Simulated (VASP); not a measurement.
Input of a VASP 6.6.1 run:

The input INCAR:

```
SYSTEM = CaF2
  PREC = Accurate
  ENCUT = 520
  EDIFF = 1E-6
  ISMEAR = 0
  SIGMA = 0.02
  LREAL = .False.
  LASPH = .True.
  NELM = 100
  ALGO = Normal
  ISIF = 2
  LWAVE = .False.
  LCHARG = .True.
  GGA = PE
  LELF = .True.
  LVHAR = .True.
  NBANDS = 19
```

File KPOINTS:

```
regular mesh
0
Gamma
  8 8 8
  0 0 0
```

POSCAR

```
CaF2
1.0
    0.0000000000      2.7558810507      2.7558810507
    2.7558810507      0.0000000000      2.7558810507
    2.7558810507      2.7558810507      0.0000000000
Ca F
1 2
Direct
    0.0000000000      0.0000000000      0.0000000000
    0.7500000000      0.7500000000      0.7500000000
    0.2500000000      0.2500000000      0.2500000000
```

Potentials or basis: VASP PAW PBE potentials, release 64 (Ca_sv, F).

Run with:

```console
$ cat potpaw_PBE.64/Ca_sv/POTCAR potpaw_PBE.64/F/POTCAR > POTCAR
$ mpirun -np 1 vasp_std > vasp.out
```

Estimate the pressure.

0.3 GPa.

What does it give for the band gap on the k mesh?

7.12 eV, indirect (least direct gap 7.37 eV).

A k mesh can miss the band edges. A hybrid or GW would open this gap; PBE tends to underestimate it.
